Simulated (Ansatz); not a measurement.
Ionic part of the dielectric constant of BP at 50 GPa, mode by mode

The calculation used Ansatz, DFT PBEsol, scalar-relativistic, plane waves, PAW. Plane waves to 420 eV; Γ-centred k mesh 12×12×12; fixed occupations. No spin polarisation. Phonons by linear response, acoustic sum rule imposed.

Symmetry: F-43m, No. 216, cubic system. The conventional cell has a = 4.225 Å, b = 4.225 Å, c = 4.225 Å, α = 90.00°, β = 90.00°, γ = 90.00°. B (site symmetry -43m) is surrounded by 4 P at 1.83 Å. P (site symmetry -43m) has 4 B at 1.83 Å as nearest neighbours.

Other phases may be more stable at this pressure. The bands were filled as in an insulator; under compression the gap may have closed between mesh points.

The primitive cell has V = 18.85 Å³ and ε∞,zz = 9.317. Each polar mode adds Δε = (4.92064×10⁷/V)·S/ν² along z, with S its oscillator strength in e²/amu, ν in cm⁻¹ and V in Å³.

Task: From these modes, find each Δε and ε0,zz.
| ν (cm⁻¹) | S_zz (e²/amu) |
| --- | --- |
| 989.6 | 0.1929 |

Result:
```
ν (cm⁻¹)    Δε
   989.6  0.51
```

The sum is 0.514, so ε0,zz = 9.83; the run's tensor has 9.83.

Task: Where do the longitudinal modes lie for a wave vector along z?

Result: At 1017 cm⁻¹. The Lyddane–Sachs–Teller product Π(ν_LO/ν_TO)² = 1.06 matches ε0/ε∞ = 1.06.

Cost: 1 run of about 1.1 core-minutes, on Intel Xeon Processor @ 2.50GHz (Skylake/Cascade Lake) (shared hosts).

Nearly all of the static screening in compressed BP is electronic: the single polar mode adds only 0.51 to an ε∞ of 9.317. Boron and phosphorus differ little in electronegativity, so the sp³ bonds are largely covalent and the optical displacement carries a modest dipole. Those short bonds also strongly resist the relative motion of the two sublattices, which limits how far a static field can displace them. The light boron atom helps to put the mode at 989.6 cm⁻¹, but it doesn't explain the small ionic term: the reduced mass enters both the oscillator strength and the squared frequency, and cancels in Δε. What remains is the balance between dynamical charge and force constant.

The modest rise to 1017 cm⁻¹ for the longitudinal mode has the same origin. The macroscopic field acts on a small dynamical charge and is itself strongly screened by the valence electrons, so it adds little to an already stiff restoring force. Because the oscillator strength depends on the square of that charge, it can't show which sublattice carries the negative dynamical charge.
